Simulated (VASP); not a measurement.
# HgTe (Coloradoite) (F-43m) in VASP: a series of runs

One crystal, HgTe (Coloradoite), is run at these levels: r2SCAN, PBEsol, HSE06; tasks: relaxation of cell and atoms.

Program: VASP 6.6.1. These are calculated values, not measurements. Logs are shortened: lines on timing, memory, paths and dates and some standing lists are left out, and cuts for length are marked.

### 1 The crystal as given

The structure is cubic, space group F-43m (No. 216). The conventional cell has a = 6.429 Å, b = 6.429 Å, c = 6.429 Å, α = 90.00°, β = 90.00°, γ = 90.00°. Around Hg (site symmetry -43m) lie 4 Te at 2.78 Å. Te (site symmetry -43m) is surrounded by 4 Hg at 2.78 Å.

### 2 Relaxation of cell and atoms, r2SCAN

INCAR reads:

```
SYSTEM = HgTe
PREC = Accurate
ENCUT = 600
EDIFF = 1E-6
ISMEAR = 0
SIGMA = 0.03
LREAL = .False.
LASPH = .True.
NELM = 80
ALGO = Normal
ISIF = 3
LWAVE = .False.
LCHARG = .False.
METAGGA = R2SCAN
LMIXTAU = .True.
IBRION = 2
NSW = 90
EDIFFG = -0.01
```

KPOINTS reads:

```
regular mesh
0
Gamma
  10 10 10
  0 0 0
```

POSCAR reads:

```
HgTe
1.0
    0.0000000000      3.2145000000      3.2145000000
    3.2145000000      0.0000000000      3.2145000000
    3.2145000000      3.2145000000      0.0000000000
Hg Te
1 1
Direct
    0.0000000000      0.0000000000      0.0000000000
    0.2500000000      0.2500000000      0.2500000000
```

Potentials or basis: VASP PAW PBE potentials, release 64 (Hg, Te).

On the command line:

```sh
cat potpaw_PBE.64/Hg/POTCAR potpaw_PBE.64/Te/POTCAR > POTCAR
mpirun -np 1 vasp_std > vasp.out
```

OUTCAR:

```text
SYSTEM = HgTe
   PREC = Accurate
   ENCUT = 600
   EDIFF = 1E-6
   ISMEAR = 0
   LREAL = .False.
   LASPH = .True.
   NELM = 80
   ISIF = 3
   METAGGA = R2SCAN
   IBRION = 2
   NSW = 90
   EDIFFG = -0.01

 ion  position               nearest neighbor table
   1  0.000  0.000  0.000-   2 2.78   2 2.78   2 2.78   2 2.78
   2  0.250  0.250  0.250-   1 2.78   1 2.78   1 2.78   1 2.78

  LATTYP: Found a face centered cubic cell.
 ALAT       =     6.4290000000

  Lattice vectors:

 A1 = (   0.0000000000,   3.2145000000,   3.2145000000)
 A2 = (   3.2145000000,   0.0000000000,   3.2145000000)
 A3 = (   3.2145000000,   3.2145000000,   0.0000000000)

Analysis of symmetry for initial positions (statically):
=====================================================================
 Subroutine PRICEL returns:
 Original cell was already a primitive cell.

 Routine SETGRP: Setting up the symmetry group for a
 face centered cubic supercell.

 Subroutine GETGRP returns: Found 24 space group operations
 (whereof 24 operations were pure point group operations)
 out of a pool of 48 trial point group operations.

The static configuration has the point symmetry T_d .

Analysis of symmetry for dynamics (positions and initial velocities):
=====================================================================
 Subroutine PRICEL returns:
 Original cell was already a primitive cell.

 Routine SETGRP: Setting up the symmetry group for a
 face centered cubic supercell.

 Subroutine GETGRP returns: Found 24 space group operations
 (whereof 24 operations were pure point group operations)
 out of a pool of 48 trial point group operations.

The dynamic configuration has the point symmetry T_d .

 Subroutine INISYM returns: Found 24 space group operations
 (whereof 24 operations are pure point group operations),
 and found     1 'primitive' translations

----------------------------------------------------------------------------------------

                                     Primitive cell

  volume of cell :      66.4309

  direct lattice vectors                    reciprocal lattice vectors
     0.000000000  3.214500000  3.214500000    -0.155545186  0.155545186  0.155545186
     3.214500000  0.000000000  3.214500000     0.155545186 -0.155545186  0.155545186
     3.214500000  3.214500000  0.000000000     0.155545186  0.155545186 -0.155545186

  length of vectors
     4.545989496  4.545989496  4.545989496     0.269412165  0.269412165  0.269412165

  position of ions in fractional coordinates (direct lattice)
     0.000000000  0.000000000  0.000000000
     0.250000000  0.250000000  0.250000000

  ion indices of the primitive-cell ions
   primitive index   ion index
                 1           1
                 2           2

----------------------------------------------------------------------------------------

 KPOINTS: regular mesh

Automatic generation of k-mesh.
 Grid dimensions read from file:
 generate k-points for:   10   10   10

 Generating k-lattice:

  Cartesian coordinates                     Fractional coordinates (reciprocal lattice)
    -0.015554519  0.015554519  0.015554519     0.100000000  0.000000000  0.000000000
     0.015554519 -0.015554519  0.015554519     0.000000000  0.100000000  0.000000000
     0.015554519  0.015554519 -0.015554519     0.000000000  0.000000000  0.100000000

  Length of vectors
     0.026941216  0.026941216  0.026941216

  Shift w.r.t. Gamma in fractional coordinates (k-lattice)
     0.000000000  0.000000000  0.000000000

 Subroutine IBZKPT returns following result:
 ===========================================

 Found     47 irreducible k-points:

 Following reciprocal coordinates:
            Coordinates               Weight
  0.000000  0.000000  0.000000      1.000000
  0.100000  0.000000  0.000000      8.000000
  0.200000  0.000000  0.000000      8.000000
  0.300000  0.000000  0.000000      8.000000
  0.400000  0.000000  0.000000      8.000000
  0.500000  0.000000  0.000000      4.000000
[... 16 lines left out ...]
  0.300000  0.300000  0.000000      6.000000
  0.400000  0.300000  0.000000     24.000000
 [... further k-points ...]
   k-points           NKPTS =     47   k-points in BZ     NKDIM =     47   number of bands    NBANDS=     13
   number of dos      NEDOS =    301   number of ions     NIONS =      2
   total plane-waves  NPLWV =  46656
   dimension x,y,z NGX =    36 NGY =   36 NGZ =   36
   dimension x,y,z NGXF=    72 NGYF=   72 NGZF=   72
   ions per type =               1   1
   NGX,Y,Z   is equivalent  to a cutoff of  13.17, 13.17, 13.17 a.u.
   NGXF,Y,Z  is equivalent  to a cutoff of  26.33, 26.33, 26.33 a.u.
 SYSTEM =  HgTe
   PREC   = accura    normal or accurate (medium, high low for compatibility)
   ISTART =      0    job   : 0-new  1-cont  2-samecut
   ICHARG =      2    charge: 1-file 2-atom 10-const
   ISPIN  =      1    spin polarized calculation?
   LNONCOLLINEAR =      F non collinear calculations
   LSORBIT =      F    spin-orbit coupling
   LASPH  =      T    aspherical Exc in radial PAW
   ENCUT  =  600.0 eV  44.10 Ry    6.64 a.u.   9.08  9.08  9.08*2*pi/ulx,y,z
   NELM   =     80;   NELMIN=  2; NELMDL= -5     # of ELM steps
   EDIFF  = 0.1E-05   stopping-criterion for ELM
   LREAL  =      F    real-space projection
   EDIFFG = -.1E-01   stopping-criterion for IOM
   NSW    =     90    number of steps for IOM
   IBRION =      2    ionic relax: 0-MD 1-quasi-New 2-CG
   NFREE  =      1    steps in history (QN), initial steepest desc. (CG)
   ISIF   =      3    stress and relaxation
   ISYM   =      2    0-nonsym 1-usesym 2-fastsym
   POTIM  = 0.5000    time-step for ionic-motion
   TEBEG  =    0.0;   TEEND  =   0.0 temperature during run
   PSTRESS=    0.0 pullay stress
   NELECT =      18.0000    total number of electrons
   NUPDOWN=      -1.0000    fix difference up-down
   EMIN   =  10.00;   EMAX   =-10.00  energy-range for DOS
   EFERMI =   0.00;   METHOD = LEGACY
   ISMEAR =     0;   SIGMA  =   0.03  broadening in eV -4-tet -1-fermi 0-gaus
   EFERMI_NEDOS =   21; number of points for ismear=-14 and -15
   IALGO  =     38    algorithm
   IMIX   =      4    mixing-type and parameters
     AMIX     =   0.40;   BMIX     =  1.00
     AMIX_MAG =   1.60;   BMIX_MAG =  1.00
  volume/ion in A,a.u.               =      33.22       224.15
  Fermi-wavevector in a.u.,A,eV,Ry     =   1.059357  2.001894 15.268958  1.122237
  Thomas-Fermi vector in A             =   2.194699
   LORBIT       =      0    0 simple, 1 ext, 2 COOP (PROOUT), +10 PAW based schemes
   METAGGA = R2SCAN    functional components
   LHFCALC =     F    Hartree Fock is set to
   AEXX    =    0.0000 exact exchange contribution
   IVDW    =     0    specifies the selected vdW correction
   LEPSILON=     F    determine dielectric tensor
   LRPA    =     F    only Hartree local field effects (RPA)
 conjugate gradient relaxation of ions
 non-spin polarized calculation
 Gauss-broadening in eV      SIGMA  =   0.03
  energy-cutoff  :      600.00
  volume of cell :       66.43
 maximum number of plane-waves:      2252
   NGX = 19   NGY = 19   NGZ = 19

--------------------------------------- Ionic step        1  -------------------------------------------

 number of electron      18.0000000 magnetization

 Free energy of the ion-electron system (eV)
  ---------------------------------------------------
  ext. energy  EPLUGINS =         0.00000000
  ---------------------------------------------------
  free energy    TOTEN  =       -75.11943696 eV

  energy without entropy =      -75.11939068  energy(sigma->0) =      -75.11941382

------------------------ aborting loop because EDIFF is reached ----------------------------------------

  FORCE on cell =-STRESS in cart. coord.  units (eV):
  Direction    XX          YY          ZZ          XY          YZ          ZX
  --------------------------------------------------------------------------------------
  -------------------------------------------------------------------------------------
  Total        1.3372469      1.3372469      1.3372469      0.0000000      0.0000000      0.0000000
  in kB       32.2516465     32.2516465     32.2516465      0.0000000      0.0000000      0.0000000
  external PRESSURE =      32.2516465 kB  Pullay stress =       0.0000000 kB

 VOLUME and BASIS-vectors are now :
 -----------------------------------------------------------------------------
  energy-cutoff  :      600.00
  volume of cell :       66.43
      direct lattice vectors                 reciprocal lattice vectors
     0.000000000  3.214500000  3.214500000    -0.155545186  0.155545186  0.155545186
     3.214500000  0.000000000  3.214500000     0.155545186 -0.155545186  0.155545186
     3.214500000  3.214500000  0.000000000     0.155545186  0.155545186 -0.155545186
[... 37 lines left out ...]
 POSITION                                       TOTAL-FORCE (eV/Angst)
 -----------------------------------------------------------------------------------
      6.63637      3.31819      3.31819         0.000000      0.000000      0.000000
      1.65909      1.65909      1.65909        -0.000000     -0.000000     -0.000000
 -----------------------------------------------------------------------------------
    total drift:                                0.000000      0.000000      0.000000

  FREE ENERGIE OF THE ION-ELECTRON SYSTEM (eV)
  ---------------------------------------------------
  free  energy   TOTEN  =       -75.1574018570 eV

  energy  without entropy=      -75.1573555777  energy(sigma->0) =      -75.15737872

--------------------------------------- Ionic step        3  -------------------------------------------

 number of electron      18.0000001 magnetization

 Free energy of the ion-electron system (eV)
  ---------------------------------------------------
  ext. energy  EPLUGINS =         0.00000000
  ---------------------------------------------------
  free energy    TOTEN  =       -75.16379763 eV

  energy without entropy =      -75.16375136  energy(sigma->0) =      -75.16377449

 E-fermi :   2.3357     XC(G=0):  -9.0688

 val. band max:        2.3265234426   @ k =   0.0000   0.0000   0.0000
 cond. band min:       2.9710562430   @ k =   0.1000   0.0000   0.0000
 fundamental gap:      0.6445328004
 Fermi energy:         2.3356598661

 k-point     1 :       0.0000    0.0000    0.0000
  band No.  band energies     occupation
      1      -9.7064      2.00000
      2      -5.0175      2.00000
      3      -5.0175      2.00000
      4      -5.0175      2.00000
      5      -4.5088      2.00000
      6      -4.5088      2.00000
      7       1.7789      2.00000
      8       2.3265      1.33335
      9       2.3265      1.33335
     10       2.3265      1.33331
     11       6.9907      0.00000
     12       6.9907      0.00000
     13       6.9907      0.00000

 k-point     2 :       0.1000    0.0000    0.0000
  band No.  band energies     occupation
      1      -9.6591      2.00000
      2      -5.0042      2.00000
      3      -5.0042      2.00000
      4      -4.9968      2.00000
      5      -4.5100      2.00000
      6      -4.5100      2.00000
      7       0.8714      2.00000
      8       2.2209      2.00000
      9       2.2209      2.00000
     10       2.9711      0.00000
     11       6.8642      0.00000
[... 339 lines left out ...]
 k-point    24 :       0.4000    0.3000    0.0000
  band No.  band energies     occupation
      1      -9.1361      2.00000
      2      -4.8452      2.00000
      3      -4.7821      2.00000
      4      -4.7421      2.00000
      5      -4.4656      2.00000
      6      -4.4064      2.00000
      7      -2.1167      2.00000
      8       0.4238      2.00000
      9       0.5982      2.00000
     10       4.5967      0.00000
     11       5.6959      0.00000
     12       9.1565      0.00000
     13       9.9034      0.00000

 [... further k-points ...]

------------------------ aborting loop because EDIFF is reached ----------------------------------------

  FORCE on cell =-STRESS in cart. coord.  units (eV):
  Direction    XX          YY          ZZ          XY          YZ          ZX
  --------------------------------------------------------------------------------------
  -------------------------------------------------------------------------------------
  Total        0.0014976      0.0014976      0.0014976      0.0000000     -0.0000000      0.0000000
  in kB        0.0337404      0.0337404      0.0337404      0.0000000     -0.0000000      0.0000000
  external PRESSURE =       0.0337404 kB  Pullay stress =       0.0000000 kB

 VOLUME and BASIS-vectors are now :
 -----------------------------------------------------------------------------
  energy-cutoff  :      600.00
  volume of cell :       71.12
      direct lattice vectors                 reciprocal lattice vectors
     0.000000000  3.288350002  3.288350002    -0.152051941  0.152051941  0.152051941
     3.288350002 -0.000000000  3.288350002     0.152051941 -0.152051941  0.152051941
     3.288350002  3.288350002  0.000000000     0.152051941  0.152051941 -0.152051941

 POSITION                                       TOTAL-FORCE (eV/Angst)
 -----------------------------------------------------------------------------------
      0.00000      0.00000      0.00000        -0.000000     -0.000000      0.000000
      1.64418      1.64418      1.64418         0.000000      0.000000     -0.000000
 -----------------------------------------------------------------------------------
    total drift:                                0.000000      0.000000      0.000000

  FREE ENERGIE OF THE ION-ELECTRON SYSTEM (eV)
  ---------------------------------------------------
  free  energy   TOTEN  =       -75.1637976341 eV

  energy  without entropy=      -75.1637513553  energy(sigma->0) =      -75.16377449

 reached required accuracy - stopping structural energy minimisation
```

It took 9 min on 1 thread of AMD EPYC 7R13 (Zen 3), shared host; peak memory 0.24 GiB.

What came out:

```yaml
Free_energy: -75.1638 eV
Relaxed_volume: 35.56 Å³/atom
Relaxed_cell: a = 4.650 Å, b = 4.650 Å, c = 4.650 Å, α = 60.00°, β = 60.00°, γ = 60.00°
Space_group_after_relaxing_to_0.05_Å: F-43m (No. 216)
Energy_gained_by_relaxing: 22.2 meV/atom
Ionic_steps: 3
Pressure_after_relaxing: 0.0 GPa
Band_gap_on_the_k_mesh: none (metal or under the smearing width)
```

The path:
```tsv
step	energy change (eV)	largest force (eV/Å)	pressure (GPa)	volume (Å³)
1	0.0000	0.0000	3.23	66.43
2	-0.0380	0.0000	-1.01	73.07
3	-0.0444	0.0000	0.00	71.12
```

Final structure:
```
CELL_PARAMETERS angstrom
0.00000 3.28835 3.28835
3.28835 0.00000 3.28835
3.28835 3.28835 0.00000
ATOMIC_POSITIONS crystal
Hg 0.00000 0.00000 0.00000
Te 0.25000 0.25000 0.25000
```

Levels at points of the mesh, in eV from the Fermi level:
```csv
k point,band 7,band 8,band 9,band 10,band 11,band 12
"(0.00, 0.00, 0.00)",-0.56,-0.01,-0.01,-0.01,4.66,4.66
"(0.50, 0.00, 0.00)",-5.31,-0.93,-0.93,0.93,5.42,5.42
"(0.50, 0.50, 0.00)",-5.30,-2.14,-2.14,2.09,2.86,8.50
```

Caveat: the PAW data sets were made with another functional, which shifts forces and pressure a little. Zero-point motion and thermal expansion aren't in these numbers.

(Continued in part 2 of 2.)
